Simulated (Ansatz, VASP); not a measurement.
## Two plane-wave programs on LiCl

File INCAR:

```
ALGO = Fast
EDIFF = 1E-6
ENCUT = 520
GGA = PE
ISIF = 2
ISMEAR = 0
LASPH = T
LCHARG = F
LREAL = F
LWAVE = F
NBANDS = 18
NELM = 100
PREC = Accurate
SIGMA = 0.02
```

The input KPOINTS:

```
k-points
0
Gamma
  9 9 4
```

File POSCAR:

```
LiCl
1.0
    3.8043098269      0.0000000000      0.0000000000
   -1.9021549135      3.3397343169     -0.0074099240
    0.0000000000     -0.0138586110      6.2681607460
Li Cl
2 2
Direct
    0.6673271588      0.3346543075      0.8766426085
    0.3358482173      0.6716964445      0.3790034308
    0.6696505831      0.3393011563      0.4996224235
    0.3271740408      0.6543480917      0.9947335372
```

Input for Ansatz:

```yaml
crystal:
  lattice:
    - [3.8043098269, 0.0, 0.0]
    - [-1.9021549135, 3.3397343169, -0.007409924]
    - [0.0, -0.013858611, 6.268160746]
  atoms:
    - { symbol: Li, position: [0.6673271588, 0.3346543075, 0.8766426085] }
    - { symbol: Li, position: [0.3358482173, 0.6716964445, 0.3790034308] }
    - { symbol: Cl, position: [0.6696505831, 0.3393011563, 0.4996224235] }
    - { symbol: Cl, position: [0.3271740408, 0.6543480917, 0.9947335372] }
basis:
  ecutwfc: 420
kpoints:
  mp_grid: { grid: [9, 9, 4] }
hamiltonian:
  xc: pbe
scf:
  occupations: { method: gaussian, width: 0.02 }
output:
  forces: true
  stress: true
  eigenvalues: true
```

Alike in both runs: task single point; functional PBE; k mesh 9 × 9 × 4; occupations gaussian, width 0.02 eV; no spin polarisation.

|  | VASP | Ansatz |
| --- | --- | --- |
| version | VASP 6.6.1 | Ansatz 0.2.0 |
| potentials or method | VASP PAW PBE potentials, release 64 (Li_sv, Cl) | scalar-relativistic, plane waves, PAW |
| plane-wave cutoff (eV) | 520 | 420 |
| valence electrons in the cell | 20 | 20 |

|  | VASP | Ansatz | Ansatz less VASP |
| --- | --- | --- | --- |
| gap on the k mesh at the Fermi level (eV) | 6.14 | 6.14 | -0.006 |
| least direct gap on the mesh (eV) | 6.14 | 6.14 | -0.006 |
| rms of the force components (eV/Å) | 0.082 | 0.082 | -0.0006 |

Atom by atom the forces differ by 0.001 eV/Å (rms over components). With one functional, cell and mesh, what is left measures potentials, basis and numerics.

Caveats: an odd mesh through Γ misses points on the zone boundary, where band edges often lie.
